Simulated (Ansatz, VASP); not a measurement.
Given: the input of a run of VASP 6.6.1 on NaH.

The input POSCAR:

```
NaH
1.0
    0.0000000000      2.4400000000      2.4400000000
    2.4400000000      0.0000000000      2.4400000000
    2.4400000000      2.4400000000      0.0000000000
Na H
1 1
Direct
    0.0000000000      0.0000000000      0.0000000000
    0.5000000000      0.5000000000      0.5000000000
```

INCAR.step1

```
  PREC = Accurate
  ENCUT = 600
  EDIFF = 1E-5
  ISMEAR = 0
  SIGMA = 0.01
  LREAL = False
  LASPH = True
  NELM = 80
  ALGO = Normal
  LWAVE = True
  LCHARG = False
  GGA = PE
```

File INCAR.step2:

```
  PREC = Accurate
  ENCUT = 600
  EDIFF = 1E-6
  ISMEAR = 0
  SIGMA = 0.01
  LREAL = False
  LASPH = True
  NELM = 80
  ALGO = Normal
  ISIF = 3
  LWAVE = False
  LCHARG = False
  GGA = PE
  LHFCALC = True
  AEXX = 1.0
  ALDAC = 0.0
  AGGAC = 0.0
  PRECFOCK = Fast
  HFRCUT = -1
  IVDW = 12
  IBRION = 2
  NSW = 60
  EDIFFG = -0.005
  ISTART = 1
```

The input KPOINTS:

```
regular mesh
0
Gamma
  5 5 5
```

Potentials or basis: VASP PAW PBE potentials, release 54 (Na_pv, H).

Command:

```console
$ cat potpaw_PBE.54/Na_pv/POTCAR potpaw_PBE.54/H/POTCAR > POTCAR
$ cp INCAR.step1 INCAR
$ mpirun -np 1 vasp_std > vasp.out
$ cp INCAR.step2 INCAR
$ mpirun -np 1 vasp_std > vasp.out
```

Task: Translate it to Ansatz 0.2.0. Potentials there: Ansatz PAW.

Result: As run (the cutoff follows the program's own potentials):

input.yaml

```yaml
crystal:
  lattice:
    - [0.0, 2.44, 2.44]
    - [2.44, 0.0, 2.44]
    - [2.44, 2.44, 0.0]
  atoms:
    - { symbol: Na, position: [0.0, 0.0, 0.0] }
    - { symbol: H, position: [0.5, 0.5, 0.5] }
hamiltonian:
  xc: hf
  pseudopotentials: { kind: paw }
  dispersion: d3bj
kpoints:
  mp_grid: { grid: [5, 5, 5] }
scf:
  occupations: { method: gaussian, width: 0.01 }
output:
  forces: true
  stress: true
relax:
  f_tol: 0.01
  max_steps: 40
  cell: { stress_tol: 0.05 }
```

Potentials or basis: Ansatz PAW.

The run is started by

```console
$ ansatz run input.yaml --threads 2 --pin off --max-ram 5632MiB --backend cpu --events-out ev --progress --plain --runs-dir out
```

Both were run:

|  | VASP | Ansatz | Ansatz less VASP |
| --- | --- | --- | --- |
| gap on the k mesh at the Fermi level, each at its own relaxed structure (eV) | 13.71 | 13.77 | +0.055 |
| relaxed volume (Å³/atom) | 11.00 | 10.90 | -0.100 |
| relaxed cell length with the largest relative difference (Å) | 3.145 | 3.135 | -0.0095 |
| energy change over the relaxation (meV/atom) | -99 | -104 | -4.7 |

The two sets of potentials don't hold the same shells in valence.

Caveats: the k mesh is coarse (spacing up to 0.45 Å⁻¹), so the values aren't converged, least of all with exact exchange; the volume moved by over 15 % at a fixed basis, so the end points are rough; the PAW data sets were made with another functional, which shifts forces and pressure a little (VASP); an odd mesh through Γ misses points on the zone boundary, where band edges often lie (VASP); the volume moved by -24 % from the deposited cell, more than functionals usually miss (VASP); odd divisions of the mesh miss points on the zone boundary, where band edges often lie, so the gap on the mesh can be too wide (Ansatz); the plane-wave basis is chosen anew once the cell has moved, so the energies of steps on either side of that aren't comparable (Ansatz).
